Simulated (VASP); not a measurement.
# GaSb: relaxation of the cell

GaSb, F-43m (no. 216), 2 atoms in the cell. PBE; PAW potentials Sb, Ga (PBE set).

## Input

INCAR:
```
  PREC = Accurate
  ENCUT = 600
  EDIFF = 1E-7
  ISMEAR = 0
  SIGMA = 0.02
  LREAL = False
  LASPH = True
  ALGO = Normal
  NELM = 100
  ISIF = 3
  LWAVE = False
  LCHARG = False
  IBRION = 2
  NSW = 30
  EDIFFG = -0.005
```

KPOINTS:
```
k-points
0
Gamma
  8 8 8
```

POSCAR:
```
GaSb
1.0
    0.0000000000      3.0590000000      3.0590000000
    3.0590000000      0.0000000000      3.0590000000
    3.0590000000      3.0590000000      0.0000000000
Sb Ga
1 1
Direct
    0.7500000000      0.7500000000      0.7500000000
    0.0000000000      0.0000000000      0.0000000000
```

Commands:
```
cat potpaw_PBE.64/Sb/POTCAR potpaw_PBE.64/Ga/POTCAR > POTCAR
mpirun -np 1 vasp_std > vasp.out
```

## Result

- Volume (A^3): 60.271
- Pressure left (GPa): 0.00
- Ionic steps: 3
- SCF steps in all: 30

Ionic steps:

| Step | Energy (eV) | Volume (A^3/atom) | Pressure (GPa) | SCF steps |
|---|---|---|---|---|
| 1 | -7.35111 | 28.6245 | 2.57 | 14 |
| 2 | -7.37275 | 30.5686 | -0.63 | 9 |
| 3 | -7.37449 | 30.1355 | -0.00 | 7 |

VASP 6.6.1 took 32 s on 1 core (Intel Xeon Platinum 8488C (Sapphire Rapids)), a shared host.
